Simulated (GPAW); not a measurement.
Crystal: Pt.

```
Pt
1.0
     0.00000    1.96090    1.96090
     1.96090    0.00000    1.96090
     1.96090    1.96090    0.00000
Pt
1
Direct
  0.00000 0.00000 0.00000
```

```yaml
Program: GPAW 26.7.0
Task: relaxation of cell and atoms
Functional: PBEsol
Dispersion: D3(BJ)+ATM
Potentials_or_basis: PAW data sets generated in the run's folder for this functional
Cutoff: 600 eV
Basis: pw
k_mesh: 12 × 12 × 12
Occupations: fermi-dirac, width 0.05 eV
Spin: no spin polarisation
```

At the start: pressure -6.6 GPa; volume 15.08 Å³/atom.

Problem. How do energy, volume and symmetry change on relaxing?

Solution. Over 3 steps the energy falls by 7.2 meV/atom and the volume is 14.74 Å³/atom (-2.2 %); space group Fm-3m (No. 225, to 0.05 Å).

The path:
```tsv
step	energy change (eV)	largest force (eV/Å)	pressure (GPa)	volume (Å³)
1	0.0000	0.0000	-6.56	15.08
2	-0.0070	0.0000	1.11	14.69
3	-0.0072	0.0000	-0.04	14.74
```

Final structure:
```
Pt
1.0
     0.00000    1.94611    1.94611
     1.94611    0.00000    1.94611
     1.94611    1.94611    0.00000
Pt
1
Direct
  0.00000 0.00000 0.00000
```

Caveat: later steps reuse the first step's grids; pairwise dispersion overbinds metals, which lowers pressure and volume.
